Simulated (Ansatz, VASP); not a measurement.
## Two plane-wave programs on HgTe

Contents of INCAR:

```
SYSTEM = HgTe
ALGO     = Normal         ! electronic algorithm
EDIFF    = 1E-7           ! SCF threshold, eV
ENCUT    = 520            ! plane-wave cutoff, eV
GGA      = PS             ! functional
ISIF     = 2              ! what is computed and relaxed
ISMEAR   = 0              ! smearing method
LASPH    = .TRUE.         ! aspherical terms in the spheres
LCHARG   = .FALSE.        ! write CHGCAR
LREAL    = .FALSE.        ! projectors in reciprocal space
LWAVE    = .FALSE.        ! write WAVECAR
NBANDS   = 16             ! bands
NELM     = 100            ! most SCF steps
PREC     = Accurate       ! precision mode
SIGMA    = 0.2            ! smearing width, eV
```

The input KPOINTS:

```
k-points
0
G
  6 6 6
  0 0 0
```

POSCAR

```
HgTe
1.0
    0.0000000000      3.0204014048      3.0204014048
    3.0204014048      0.0000000000      3.0204014048
    3.0204014048      3.0204014048      0.0000000000
Hg Te
1 1
Direct
    0.0000000000      0.0000000000      0.0000000000
    0.5000000000      0.5000000000      0.5000000000
```

Input for Ansatz:

```yaml
crystal:
  lattice:
    - [0.0, 3.0204014048, 3.0204014048]
    - [3.0204014048, 0.0, 3.0204014048]
    - [3.0204014048, 3.0204014048, 0.0]
  atoms:
    - { symbol: Hg, position: [0.0, 0.0, 0.0] }
    - { symbol: Te, position: [0.5, 0.5, 0.5] }
kpoints:
  mp_grid: { grid: [6, 6, 6] }
hamiltonian:
  xc: pbesol
scf:
  occupations: { method: gaussian, width: 0.2 }
  n_extra_bands: 4
output:
  forces: true
  stress: true
  eigenvalues: true
```

Alike in both runs: task single point; functional PBEsol; k mesh 6 × 6 × 6; occupations gaussian, width 0.2 eV; no spin polarisation.

|  | VASP | Ansatz |
| --- | --- | --- |
| version | VASP 6.6.1 | Ansatz 0.2.0 |
| potentials or method | VASP PAW PBE potentials, release 64 (Hg, Te) | plane waves |
| plane-wave cutoff (eV) | 520 | 420 |
| valence electrons in the cell | 18 | 36 |

Ansatz gave:

```
pressure (GPa) : -1.1
```

Question: Estimate VASP's values.

Answer: Pressure (GPa): -0.9.

The two sets of potentials don't hold the same shells in valence.

Caveats: the PAW data sets were made with another functional, which shifts forces and pressure a little (VASP). Spin-orbit coupling is left out, which matters for the levels of Hg, Te.
